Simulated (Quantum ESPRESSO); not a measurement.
Crystal: BAs.

```xyz
2
Lattice="0.0000 2.3885 2.3885 2.3885 0.0000 2.3885 2.3885 2.3885 0.0000" Properties=species:S:1:pos:R:3 pbc="T T T"
As    3.5827    3.5827    3.5827
B     0.0000    0.0000    0.0000
```

* Program: Quantum ESPRESSO 7.5
* Task: phonons
* Functional: PBE
* Potentials or basis: PseudoDojo 0.4.1 SR PBE standard
* Cutoff: 1143 eV
* Density cutoff: 4572 eV
* k mesh: 8 × 8 × 8, shifted
* Occupations: fermi-dirac, width 0.05 eV
* Spin: no spin polarisation
* Mixing beta: 0.5
* Most SCF iterations: 120
* SCF threshold: 4e-10 Ry

The first run showed a gap, so the response started from a second, tighter run with fixed occupations.

**Question.** How polar is the lattice: what are the Born charges, the two dielectric constants and the LO-TO splitting?

**Answer.** Born charges ±0.51 e; dielectric constants 9.70 (electrons alone) and 9.81 (static); transverse and longitudinal modes at 692 and 695 cm⁻¹.
